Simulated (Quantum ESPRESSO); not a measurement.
Here is a Quantum ESPRESSO 7.5 calculation.

pw.in

```
&CONTROL
  calculation = 'scf'
  prefix = 'pwscf'
  outdir = './tmp'
  pseudo_dir = './pseudo'
  tprnfor = .true.
  tstress = .true.
  disk_io = 'low'
/
&SYSTEM
  ibrav = 0
  celldm(1) = 8
  nat = 6
  ntyp = 2
  ecutwfc = 45
  ecutrho = 360
  nbnd = 28
  occupations = 'smearing'
  smearing = 'fd'
  degauss = 0.00367493
/
&ELECTRONS
  conv_thr = 1.2d-09
  electron_maxstep = 120
  mixing_beta = 0.5
/
ATOMIC_SPECIES
Ti    47.8670 ti_pbesol_v1.4.uspp.F.UPF
Si    28.0850 si_pbesol_v1.uspp.F.UPF
CELL_PARAMETERS alat
  0.4169456348063  -1.5966488625488   0.0000000000000
  0.4169456348063   1.5966488625488   0.0000000000000
  0.0000000000000   0.0000000000000   0.8421502987431
ATOMIC_POSITIONS crystal
Ti     0.1031180800    0.8968819200    0.2500000000
Ti     0.8968819200    0.1031180800    0.7500000000
Si     0.7503148200    0.2496851800    0.2500000000
Si     0.2496851800    0.7503148200    0.7500000000
Si     0.4417485500    0.5582514500    0.2500000000
Si     0.5582514500    0.4417485500    0.7500000000
K_POINTS automatic
8 8 8 0 0 0
```

Contents of pp_density.in:

```
&INPUTPP
  prefix = 'pwscf'
  outdir = './tmp'
  filplot = 'density.dat'
  plot_num = 0
/
&PLOT
  nfile = 1
  filepp(1) = 'density.dat'
  iflag = 3
  output_format = 6
  fileout = 'density.cube'
/
```

pp_potential.in

```
&INPUTPP
  prefix = 'pwscf'
  outdir = './tmp'
  filplot = 'potential.dat'
  plot_num = 11
/
&PLOT
  nfile = 1
  filepp(1) = 'potential.dat'
  iflag = 3
  output_format = 6
  fileout = 'potential.cube'
/
```

Potentials or basis: GBRV 1.5 PBEsol.

Command:

```bash
$ OMP_NUM_THREADS=1 mpirun -n 2 pw.x -nk 2 -in pw.in > pw.out
$ OMP_NUM_THREADS=1 mpirun -n 1 pp.x -in pp_density.in > pp_density.out
$ OMP_NUM_THREADS=1 mpirun -n 1 pp.x -in pp_potential.in > pp_potential.out
```

Problem. Predict the band gap on the k mesh.

Solution. None (metal or under the smearing width).

Problem. Predict the largest force.

Solution. 0.200 eV/Å.

Problem. Estimate the pressure.

Solution. -2.2 GPa.

Stress tensor (GPa, compression positive):
```
-2.34  0.00  0.00
 0.00 -2.56  0.00
 0.00  0.00 -1.76
```
